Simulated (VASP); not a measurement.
# Ni (Fm-3m) in VASP: notebook, part 2 of 2

VASP 6.6.1. The steps go on from the part before.

### Step 3. Relaxation of cell and atoms, PBEsol, collinear spin, ferromagnetic start

This run uses another cell than the first one, of 10.38 Å³/atom, 0.949 times its volume.

INCAR

```
SYSTEM = Ni
ALGO = Normal
EDIFF = 1E-7
EDIFFG = -0.002
ENCUT = 520
GGA = PS
IBRION = 2
ISIF = 3
ISMEAR = 0
ISPIN = 2
LASPH = .True.
LCHARG = .False.
LMAXMIX = 4
LORBIT = 11
LREAL = .False.
LWAVE = .False.
MAGMOM = 0.8
NELM = 150
NSW = 80
PREC = Accurate
SIGMA = 0.1
```

KPOINTS

```
k-points
0
Gamma
  20 20 20
  0 0 0
```

POSCAR

```
Ni                                      
1.0
    0.0000000000      1.7313285919      1.7313285919
    1.7313285919      0.0000000000      1.7313285919
    1.7313285919      1.7313285919      0.0000000000
  Ni            
     1
Direct
     0.0000000000000000    0.0000000000000000    1.0000000000000000
```

Potentials or basis: VASP PAW PBE potentials, release 64 (Ni).

Launch:

```console
cat potpaw_PBE.64/Ni/POTCAR > POTCAR
mpirun -np 1 vasp_std > vasp.out
```

OUTCAR:

```text
SYSTEM = Ni
   EDIFF = 1E-7
   EDIFFG = -0.002
   ENCUT = 520
   GGA = PS
   IBRION = 2
   ISIF = 3
   ISMEAR = 0
   ISPIN = 2
   LASPH = .True.
   LORBIT = 11
   LREAL = .False.
   NELM = 150
   NSW = 80
   PREC = Accurate

 ion  position               nearest neighbor table
   1  0.000  0.000  0.000-

  LATTYP: Found a face centered cubic cell.
 ALAT       =     3.4626571838

  Lattice vectors:

 A1 = (   0.0000000000,   1.7313285919,   1.7313285919)
 A2 = (   1.7313285919,   0.0000000000,   1.7313285919)
 A3 = (   1.7313285919,   1.7313285919,   0.0000000000)

Analysis of symmetry for initial positions (statically):
=====================================================================
 Subroutine PRICEL returns:
 Original cell was already a primitive cell.

 Routine SETGRP: Setting up the symmetry group for a
 face centered cubic supercell.

 Subroutine GETGRP returns: Found 48 space group operations
 (whereof 48 operations were pure point group operations)
 out of a pool of 48 trial point group operations.

The static configuration has the point symmetry O_h .

Analysis of symmetry for dynamics (positions and initial velocities):
=====================================================================
 Subroutine PRICEL returns:
 Original cell was already a primitive cell.

 Routine SETGRP: Setting up the symmetry group for a
 face centered cubic supercell.

 Subroutine GETGRP returns: Found 48 space group operations
 (whereof 48 operations were pure point group operations)
 out of a pool of 48 trial point group operations.

The dynamic configuration has the point symmetry O_h .
[... 232 lines left out ...]

 number of electron       9.9999994 magnetization       0.6228281

 Free energy of the ion-electron system (eV)
  ---------------------------------------------------
  ext. energy  EPLUGINS =         0.00000000
  ---------------------------------------------------
  free energy    TOTEN  =        -6.13995781 eV

  energy without entropy =       -6.13147829  energy(sigma->0) =       -6.13571805

 E-fermi :   9.8682     XC(G=0): -13.7166

 val. band max:        9.8678538255   @ k =  -0.4000   0.2500   0.0000
 cond. band min:       9.8694176020   @ k =   0.4000   0.0000   0.0000
 fundamental gap:      0.0015637765
 Fermi energy:         9.8681774134

 spin component 1

 k-point     1 :       0.0000    0.0000    0.0000
  band No.  band energies     occupation
      1       0.4751      1.00000
      2       7.3173      1.00000
      3       7.3173      1.00000
      4       7.3173      1.00000
      5       8.5676      1.00000
      6       8.5676      1.00000
      7      33.9632      0.00000
      8      38.1719      0.00000
      9      38.1719      0.00000
[... 265 lines left out ...]
 k-point    24 :      -0.3500    0.0500    0.0000
  band No.  band energies     occupation
      1       4.4038      1.00000
      2       7.3985      1.00000
      3       7.4571      1.00000
      4       7.5543      1.00000
      5       8.9355      1.00000
      6       9.3041      1.00000
      7      19.3594      0.00000
      8      32.0336      0.00000
      9      34.5386      0.00000

 [... further k-points ...]

 spin component 2

 k-point     1 :       0.0000    0.0000    0.0000
  band No.  band energies     occupation
      1       0.4665      1.00000
      2       8.0361      1.00000
      3       8.0361      1.00000
      4       8.0361      1.00000
      5       9.1767      1.00000
      6       9.1767      1.00000
      7      33.8563      0.00000
      8      38.1706      0.00000
      9      38.1706      0.00000
[... 304 lines left out ...]
  FREE ENERGIE OF THE ION-ELECTRON SYSTEM (eV)
  ---------------------------------------------------
  free  energy   TOTEN  =        -6.1399578064 eV

  energy  without entropy=       -6.1314782904  energy(sigma->0) =       -6.13571805

 reached required accuracy - stopping structural energy minimisation

 total charge

# of ion       s       p       d       tot
------------------------------------------
    1        0.521   0.547   8.333   9.401

 magnetization (x)

# of ion       s       p       d       tot
------------------------------------------
    1       -0.006  -0.024   0.659   0.628
```

OSZICAR:

```text
N       E                     dE             d eps       ncg     rms          rms(c)
DAV:   1     0.219041847847E+02    0.21904E+02   -0.48300E+03  9424   0.144E+03
DAV:   2    -0.693206168051E+01   -0.28836E+02   -0.27753E+02  9314   0.166E+02
[... 21 lines left out ...]
       N       E                     dE             d eps       ncg     rms          rms(c)
DAV:   1    -0.613997670709E+01   -0.19728E-04   -0.30938E-04  9590   0.305E-01    0.370E-02
DAV:   2    -0.613996387273E+01    0.12834E-04   -0.28495E-04  9651   0.260E-01    0.194E-02
DAV:   3    -0.613995822464E+01    0.56481E-05   -0.42235E-05  9569   0.106E-01    0.584E-03
DAV:   4    -0.613995786881E+01    0.35583E-06   -0.23315E-07  9406   0.448E-03    0.333E-03
DAV:   5    -0.613995780643E+01    0.62379E-07   -0.10837E-07  4827   0.266E-03
   3 F= -.61399578E+01 E0= -.61357180E+01  d E =-.149210E-06  mag=     0.6228
```

It took 40 s on 1 thread of Intel Xeon 6975P-C (Granite Rapids), shared host; peak memory 0.16 GiB.

What came out:

```yaml
Free_energy: -6.1400 eV
Relaxed_volume: 10.38 Å³/atom
Relaxed_cell: a = 2.449 Å, b = 2.449 Å, c = 2.449 Å, α = 60.00°, β = 60.00°, γ = 60.00°
Space_group_after_relaxing_to_0.05_Å: Fm-3m (No. 225)
Energy_gained_by_relaxing: 0.0 meV/atom
Ionic_steps: 3
Pressure_after_relaxing: 0.0 GPa
Band_gap_on_the_k_mesh: none (metal or under the smearing width)
Net_moment: 0.62 μB per cell
Site_moments: Ni +0.63 μB
Valence_electrons_inside_the_program's_atomic_spheres: Ni 9.40
```

Final structure:
```xyz
1
Lattice="0.0000 1.7314 1.7314 1.7314 0.0000 1.7314 1.7314 1.7314 0.0000" Properties=species:S:1:pos:R:3 pbc="T T T"
Ni    0.0000    0.0000    0.0000
```

Levels at points of the mesh, in eV from the Fermi level:
Spin up:
```
           k point  band 2  band 3  band 4  band 5  band 6  band 7  band 8  band 9
(0.00, 0.00, 0.00)   -2.55   -2.55   -2.55   -1.30   -1.30   24.10   28.30   28.30
(0.50, 0.00, 0.00)   -2.54   -2.54   -0.58   -0.58   -0.43    5.98   22.57   25.44
(0.50, 0.50, 0.00)   -4.45   -0.54   -0.43   -0.43    2.42    9.62   15.21   15.21
```
Spin down:
```csv
k point,band 3,band 4,band 5,band 6,band 7,band 8
"(0.00, 0.00, 0.00)",-1.83,-1.83,-0.69,-0.69,23.99,28.30
"(0.50, 0.00, 0.00)",-1.93,-0.46,0.16,0.16,6.41,22.46
"(0.50, 0.50, 0.00)",0.10,0.39,0.39,2.41,9.89,15.24
```

Caveat: the PAW data sets were made with another functional, which shifts forces and pressure a little.

### Step 4. Single point, PBEsol, collinear spin, ferromagnetic start

This run uses another cell than the first one, of 10.38 Å³/atom, 0.949 times its volume.

INCAR

```
SYSTEM = Ni
ALGO = Normal
EDIFF = 1E-7
ENCUT = 520
GGA = PS
ISIF = 2
ISMEAR = 0
ISPIN = 2
LASPH = .True.
LCHARG = .False.
LMAXMIX = 4
LORBIT = 11
LREAL = .False.
LWAVE = .False.
MAGMOM = 0.8
NBANDS = 15
NELM = 150
PREC = Accurate
SIGMA = 0.1
```

KPOINTS is that of step 3.

POSCAR

```
Ni                                      
1.0
    0.0000000000      1.7313979609      1.7313979609
    1.7313979609     -0.0000000000      1.7313979609
    1.7313979609      1.7313979609     -0.0000000000
  Ni            
     1
Direct
     0.0000000000000000    0.0000000000000000    0.0000000000000000
```

Launch:

```console
cat potpaw_PBE.64/Ni/POTCAR > POTCAR
mpirun -np 1 vasp_std > vasp.out
```

Wall time 37 s (1 thread of Intel Xeon 6975P-C (Granite Rapids), shared host); peak memory 0.17 GiB.

It converged, with:

* Free energy: -6.1400 eV
* Pressure: 0.0 GPa
* Band gap on the k mesh: none (metal or under the smearing width)
* Net moment: 0.62 μB per cell
* Site moments: Ni +0.63 μB
* Valence electrons inside the program's atomic spheres: Ni 9.40

Levels at points of the mesh, in eV from the Fermi level:
Spin up:
| k point | band 3 | band 4 | band 5 | band 6 | band 7 | band 8 |
| --- | --- | --- | --- | --- | --- | --- |
| (0.00, 0.00, 0.00) | -2.55 | -2.55 | -1.30 | -1.30 | 24.10 | 28.30 |
| (0.50, 0.00, 0.00) | -2.54 | -0.58 | -0.58 | -0.43 | 5.98 | 22.57 |
| (0.50, 0.50, 0.00) | -0.54 | -0.43 | -0.43 | 2.42 | 9.62 | 15.21 |
Spin down:
| k point | band 3 | band 4 | band 5 | band 6 | band 7 | band 8 |
| --- | --- | --- | --- | --- | --- | --- |
| (0.00, 0.00, 0.00) | -1.83 | -1.83 | -0.69 | -0.69 | 23.99 | 28.30 |
| (0.50, 0.00, 0.00) | -1.93 | -0.46 | 0.16 | 0.16 | 6.41 | 22.46 |
| (0.50, 0.50, 0.00) | 0.10 | 0.39 | 0.39 | 2.41 | 9.89 | 15.24 |

Caveat: the PAW data sets were made with another functional, which shifts forces and pressure a little.
